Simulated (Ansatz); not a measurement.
## Lu and the effect of the functional

The cell as given:

Symmetry: Im-3m, No. 229, cubic system. The conventional cell has a = 3.908 Å, b = 3.908 Å, c = 3.908 Å, α = 90.00°, β = 90.00°, γ = 90.00°. Lu (site symmetry m-3m) has 8 Lu at 3.38 Å as nearest neighbours.

This isn't the form of Lu at room conditions, which is hcp.

Kept alike: task relaxation of cell and atoms; k mesh 10 × 10 × 10; occupations fermi-dirac, width 0.05 eV; no spin polarisation. Program: Ansatz, Ansatz PAW. Cutoffs run from 420 to 500 eV. The mesh is that of the run's cell of 1 atom. No spin-orbit coupling.

| run | volume (Å³/atom) |
| --- | --- |
| A | 27.908 |
| B | 26.194 |
| C | 29.492 |
| D | 30.156 |

The relaxations keep at least the cell's symmetry (Im-3m). For a metal such a mesh leaves the last digits unconverged. Relaxations stop with a little pressure left, so the last digits of a volume or edge aren't settled. All rows use potentials made for PBE.

Task: The runs differ in the functional (and the cutoff that goes with it) alone: BLYP; LDA; PBEsol; r2SCAN. Which run is which?

Result: Run A is PBEsol; run B is LDA; run C is r2SCAN; run D is BLYP. The volume runs from 26.194 (LDA) to 30.156 Å³/atom (BLYP).
